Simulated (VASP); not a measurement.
Al, 1 atom in the cell. The structure is cubic, space group Fm-3m (No. 225). Conventional cell: a = 4.050 Å, b = 4.050 Å, c = 4.050 Å, α = 90.00°, β = 90.00°, γ = 90.00°. Al (site symmetry m-3m) has 12 Al at 2.86 Å as nearest neighbours. 

```yaml
Program: VASP 6.6.1
Task: relaxation of cell and atoms
Functional: revPBE
Dispersion: D3
Potentials_or_basis: VASP PAW PBE potentials, release 64 (Al)
Cutoff: 600 eV
k_mesh: 11 × 11 × 11
Occupations: fermi-dirac, width 0.05 eV
Spin: no spin polarisation
Further_INCAR_settings: ALGO = Fast; EDIFF = 1e-06; IBRION = 2; EDIFFG = -0.02; NSW = 40; ISIF = 3
```

Potentials or basis: VASP PAW PBE potentials, release 64 (Al).

Command:

```sh
$ cat potpaw_PBE.64/Al/POTCAR > POTCAR
$ mpirun -np 1 vasp_std > vasp.out
```

Hardware: 1 thread of AMD EPYC 7R43 64-Core Processor (Zen 3), on a shared host.

Task: How long does it take, and how much memory?

Result: Run time: 14 s on 1 thread of AMD EPYC 7R43 64-Core Processor (Zen 3), with other jobs on the host, peak memory 0.11 GiB. Counts: scf iterations 19, k points 56, ion steps 3.
